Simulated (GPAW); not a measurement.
This GPAW 26.7.0 run on Si needs a look.

The input run.py:

```python
import json
import numpy as np
import spglib
from ase import Atoms
from ase.constraints import FixSymmetry
from ase.filters import FrechetCellFilter
from ase.io import read, write
from ase.optimize import BFGS
from phonopy import Phonopy
from phonopy.structure.atoms import PhonopyAtoms
from gpaw import GPAW, PW, setup_paths

setup_paths.insert(0, '.')

atoms = read('Si.cif')
cell, positions, numbers = spglib.find_primitive(
    (atoms.cell[:], atoms.get_scaled_positions(), atoms.numbers), symprec=1e-4)
atoms = Atoms(numbers, cell=cell, scaled_positions=positions, pbc=True)

calc = GPAW(mode=PW(510),
            xc='PBEsol',
            kpts={'size': (4, 4, 4), 'gamma': True},
            occupations={'name': 'fermi-dirac', 'width': 0.05},
            nbands=2,
            convergence={'density': 1e-06, 'eigenstates': 1e-09},
            maxiter=60,
            txt='gpaw.txt')
atoms.calc = calc
atoms.set_constraint(FixSymmetry(atoms))
BFGS(FrechetCellFilter(atoms), trajectory='relax.traj', logfile='-').run(fmax=0.005, steps=40)
atoms.set_constraint()
energy = atoms.get_potential_energy()
forces = atoms.get_forces()
stress = atoms.get_stress()
calc.write('gs.gpw')
write('result.traj', atoms)
print('Cell:', atoms.cell.cellpar().round(4))
print(atoms.get_scaled_positions().round(5))

def force_constants(scale):
    unit = PhonopyAtoms(symbols=atoms.get_chemical_symbols(), cell=atoms.cell[:] * scale**(1 / 3),
                        scaled_positions=atoms.get_scaled_positions())
    ph = Phonopy(unit, supercell_matrix=np.diag([2, 2, 2]), primitive_matrix=np.eye(3), symprec=1e-4)
    ph.generate_displacements(distance=0.01)
    forces = []
    for i, sc in enumerate(ph.supercells_with_displacements):
        a = Atoms(sc.symbols, cell=sc.cell, scaled_positions=sc.scaled_positions, pbc=True)
        c = GPAW(mode=PW(510),
                 xc='PBEsol',
                 kpts={'size': (2, 2, 2), 'gamma': True},
                 occupations={'name': 'fermi-dirac', 'width': 0.05},
                 nbands=-7,
                 convergence={'density': 1e-06, 'eigenstates': 1e-09},
                 maxiter=60,
                 txt=f'disp-{scale:.3f}-{i:02d}.txt')
        a.calc = c
        f = a.get_forces()
        forces.append(f - f.mean(axis=0))
        print(f'displacement {i}: drift', f.mean(axis=0).round(5), flush=True)
    ph.forces = forces
    ph.produce_force_constants()
    ph.symmetrize_force_constants()
    return ph

qpoints = [[0.0, 0.0, 0.0], [0.0, 0.0, 0.5], [0.0, 0.5, 0.0], [0.0, 0.5, 0.5], [0.5, 0.0, 0.0], [0.5, 0.0, 0.5], [0.5, 0.5, 0.0], [0.5, 0.5, 0.5]]
results = {}
for scale in [0.99, 1.0, 1.01]:
    ph = force_constants(scale)
    ph.run_qpoints(qpoints)
    nu = ph.qpoints.frequencies * 33.35641  # THz to cm^-1
    results[f'{scale:.3f}'] = nu.tolist()
    for qp, f in zip(qpoints, nu):
        print(scale, np.round(qp, 4), f.round(2))

lo, mid, hi = (np.array(results[x]) for x in ('0.990', '1.000', '1.010'))
gamma = np.where(abs(mid) > 5, -(hi - lo) / (np.log(1.01 / 0.99) * np.where(abs(mid) > 5, mid, 1)), 0)
results['gamma'] = gamma.tolist()
print('Mode Grueneisen parameters:')
print(gamma.round(3))
json.dump(results, open('phonons.json', 'w'))
```

Si.cif

```cif
data_Si
_cell_length_a 5.44370237
_cell_length_b 5.44370237
_cell_length_c 5.44370237
_cell_angle_alpha 90.00000000
_cell_angle_beta 90.00000000
_cell_angle_gamma 90.00000000
_space_group_name_H-M_alt 'Fd-3m'
_space_group_name_Hall 'F 4d 2 3 -1d'
_space_group_IT_number 227
loop_
_space_group_symop_operation_xyz
'x,y,z'
'-y+1/4,x+1/4,z+1/4'
'-x,-y+1/2,z+1/2'
'y+3/4,-x+1/4,z+3/4'
'x,-y,-z'
'-y+1/4,-x+3/4,-z+3/4'
'-x,y+1/2,-z+1/2'
'y+3/4,x+3/4,-z+1/4'
'z,x,y'
'z+1/4,-y+1/4,x+1/4'
'z+1/2,-x,-y+1/2'
'z+3/4,y+3/4,-x+1/4'
'-z,x,-y'
'-z+3/4,-y+1/4,-x+3/4'
'-z+1/2,-x,y+1/2'
'-z+1/4,y+3/4,x+3/4'
'y,z,x'
'x+1/4,z+1/4,-y+1/4'
'-y+1/2,z+1/2,-x'
'-x+1/4,z+3/4,y+3/4'
'-y,-z,x'
'-x+3/4,-z+3/4,-y+1/4'
'y+1/2,-z+1/2,-x'
'x+3/4,-z+1/4,y+3/4'
'-x+1/4,-y+1/4,-z+1/4'
'y,-x,-z'
'x+1/4,y+3/4,-z+3/4'
'-y+1/2,x,-z+1/2'
'-x+1/4,y+1/4,z+1/4'
'y,x+1/2,z+1/2'
'x+1/4,-y+3/4,z+3/4'
'-y+1/2,-x+1/2,z'
'-z+1/4,-x+1/4,-y+1/4'
'-z,y,-x'
'-z+3/4,x+1/4,y+3/4'
'-z+1/2,-y+1/2,x'
'z+1/4,-x+1/4,y+1/4'
'z+1/2,y,x+1/2'
'z+3/4,x+1/4,-y+3/4'
'z,-y+1/2,-x+1/2'
'-y+1/4,-z+1/4,-x+1/4'
'-x,-z,y'
'y+3/4,-z+3/4,x+1/4'
'x,-z+1/2,-y+1/2'
'y+1/4,z+1/4,-x+1/4'
'x+1/2,z+1/2,y'
'-y+3/4,z+3/4,x+1/4'
'-x+1/2,z,-y+1/2'
'x,y+1/2,z+1/2'
[... 70 lines left out ...]
'x+1/4,-z+1/4,y+1/4'
'-x+3/4,-y+1/4,-z+3/4'
'y+1/2,-x,-z+1/2'
'x+3/4,y+3/4,-z+1/4'
'-y,x,-z'
'-x+3/4,y+1/4,z+3/4'
'y+1/2,x+1/2,z'
'x+3/4,-y+3/4,z+1/4'
'-y,-x+1/2,z+1/2'
'-z+3/4,-x+1/4,-y+3/4'
'-z+1/2,y,-x+1/2'
'-z+1/4,x+1/4,y+1/4'
'-z,-y+1/2,x+1/2'
'z+3/4,-x+1/4,y+3/4'
'z,y,x'
'z+1/4,x+1/4,-y+1/4'
'z+1/2,-y+1/2,-x'
'-y+3/4,-z+1/4,-x+3/4'
'-x+1/2,-z,y+1/2'
'y+1/4,-z+3/4,x+3/4'
'x+1/2,-z+1/2,-y'
'y+3/4,z+1/4,-x+3/4'
'x,z+1/2,y+1/2'
'-y+1/4,z+3/4,x+3/4'
'-x,z,-y'
'x+1/2,y+1/2,z'
'-y+3/4,x+3/4,z+1/4'
'-x+1/2,-y,z+1/2'
'y+1/4,-x+3/4,z+3/4'
'x+1/2,-y+1/2,-z'
'-y+3/4,-x+1/4,-z+3/4'
'-x+1/2,y,-z+1/2'
'y+1/4,x+1/4,-z+1/4'
'z+1/2,x+1/2,y'
'z+3/4,-y+3/4,x+1/4'
'z,-x+1/2,-y+1/2'
'z+1/4,y+1/4,-x+1/4'
'-z+1/2,x+1/2,-y'
'-z+1/4,-y+3/4,-x+3/4'
'-z,-x+1/2,y+1/2'
'-z+3/4,y+1/4,x+3/4'
'y+1/2,z+1/2,x'
'x+3/4,z+3/4,-y+1/4'
'-y,z,-x'
'-x+3/4,z+1/4,y+3/4'
'-y+1/2,-z+1/2,x'
'-x+1/4,-z+1/4,-y+1/4'
'y,-z,-x'
'x+1/4,-z+3/4,y+3/4'
'-x+3/4,-y+3/4,-z+1/4'
'y+1/2,-x+1/2,-z'
'x+3/4,y+1/4,-z+3/4'
'-y,x+1/2,-z+1/2'
'-x+3/4,y+3/4,z+1/4'
'y+1/2,x,z+1/2'
'x+3/4,-y+1/4,z+3/4'
'-y,-x,z'
'-z+3/4,-x+3/4,-y+1/4'
'-z+1/2,y+1/2,-x'
'-z+1/4,x+3/4,y+3/4'
'-z,-y,x'
'z+3/4,-x+3/4,y+1/4'
'z,y+1/2,x+1/2'
'z+1/4,x+3/4,-y+3/4'
'z+1/2,-y,-x+1/2'
'-y+3/4,-z+3/4,-x+1/4'
'-x+1/2,-z+1/2,y'
'y+1/4,-z+1/4,x+1/4'
'x+1/2,-z,-y+1/2'
'y+3/4,z+3/4,-x+1/4'
'x,z,y'
'-y+1/4,z+1/4,x+1/4'
'-x,z+1/2,-y+1/2'
loop_
_atom_site_label
_atom_site_type_symbol
_atom_site_symmetry_multiplicity
_atom_site_Wyckoff_symbol
_atom_site_fract_x
_atom_site_fract_y
_atom_site_fract_z
_atom_site_occupancy
Si1 Si 8 a 0.5000000000 0.0000000000 0.5000000000 1
```

Potentials or basis: PAW data sets generated in the run's folder for this functional, pw.

Run with:

```sh
$ gpaw-setup -f PBEsol Si
$ OMP_NUM_THREADS=1 python run.py
```

gpaw.txt:

```text
__  _  _
 | _ |_)|_||  |
 |__||  | ||/\| - 26.7.0

Input parameters:
  mode=PW(ecut=510.0),
  convergence={'density': 1e-06, 'eigenstates': 1e-09},
  kpts=MonkhorstPack(size=(4, 4, 4), gamma=True),
  maxiter=60,
  nbands=2,
  occupations=Occupations(name='fermi-dirac', width=0.05),
  xc=XC(name='PBEsol')
```

On the terminal:

```text
Traceback (most recent call last):
[... 19 lines left out ...]
  File "new/builder.py", line 564, in calculate_number_of_bands
ValueError: Too few bands!  Electrons: 8.0, bands: 2
```

**Question.** How did it end, and where is the flaw?

**Answer.** The input was rejected before any iteration. The input holds a flaw that was put in on purpose: fewer bands than the electrons need (nbands = 2).
